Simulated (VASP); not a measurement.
Crystal: C.

```xyz
10
Lattice="-0.0514 3.3159 3.2817 3.2563 -0.0580 3.2884 3.2602 3.3266 -0.0620" Properties=species:S:1:pos:R:3 pbc="T T T"
C     1.6229    1.5537    1.6797
C     5.6735    5.8112    5.6650
C     3.9527    4.1200    5.8371
C     4.0094    5.8450    3.8671
C     5.6778    4.1220    3.9741
C     0.7493    2.5226    2.5592
C     2.4615    2.5562    0.7237
C     2.4785    0.7274    2.5154
C     0.8382    0.7774    0.8075
C     4.8619    4.8867    4.9116
```

The cell isn't the ideal one: cell x1, atoms moved at random (sigma 0.05 Å) and cell strained at random (1.5 %), then relaxed without symmetry.

| Property | Result |
| --- | --- |
| Program | VASP 6.6.1 |
| Task | relaxation of cell and atoms |
| Functional | PBE |
| Potentials or basis | VASP PAW PBE potentials, release 64 (C) |
| Cutoff | 600 eV |
| k mesh | 4 × 4 × 4 |
| Occupations | gaussian, width 0.1 eV |
| Spin | no spin polarisation |

At the start: pressure 14.3 GPa; volume 7.29 Å³/atom.

Where does the relaxation end?

Over 15 steps the energy falls by 191.8 meV/atom and the volume is 7.50 Å³/atom (+2.8 %); space group Fm-3m (No. 225, to 0.05 Å).

Step by step:
```tsv
step	energy change (eV)	largest force (eV/Å)	pressure (GPa)	volume (Å³)
1	0.0000	8.7270	14.35	72.95
2	2.9422	8.9713	2.67	79.91
3	-1.5616	2.7446	-0.15	75.08
4	-1.5791	2.6348	0.39	74.91
5	-1.5819	2.6340	0.75	74.81
6	-1.5423	2.9021	-0.86	75.81
7	-1.8700	0.7669	-0.78	75.29
8	-1.8870	0.8713	-0.17	75.03
9	-1.9047	0.3185	-0.51	75.14
10	-1.9155	0.1888	0.48	74.91
11	-1.9155	0.1895	0.49	74.91
12	-1.9178	0.1027	-0.02	75.02
13	-1.9179	0.0846	0.06	75.00
14	-1.9181	0.0664	-0.05	75.04
15	-1.9182	0.0233	-0.01	75.03
```

Final structure:
```cif
data_structure
_symmetry_space_group_name_H-M 'P 1'
_symmetry_Int_Tables_number 1
_cell_length_a 4.7345
_cell_length_b 4.7342
_cell_length_c 4.7345
_cell_angle_alpha 59.992
_cell_angle_beta 59.995
_cell_angle_gamma 59.996
_cell_volume 75.03
loop_
_atom_site_label
_atom_site_type_symbol
_atom_site_fract_x
_atom_site_fract_y
_atom_site_fract_z
_atom_site_occupancy
C1 C 0.25007 0.24983 0.25000 1
C2 C 0.88235 0.88223 0.88266 1
C3 C 0.88264 0.88244 0.35285 1
C4 C 0.88220 0.35290 0.88233 1
C5 C 0.35283 0.88255 0.88216 1
C6 C 0.64716 0.11745 0.11782 1
C7 C 0.11740 0.11758 0.64715 1
C8 C 0.11778 0.64710 0.11766 1
C9 C 0.11758 0.11784 0.11734 1
C10 C 0.75000 0.75007 0.75003 1
```
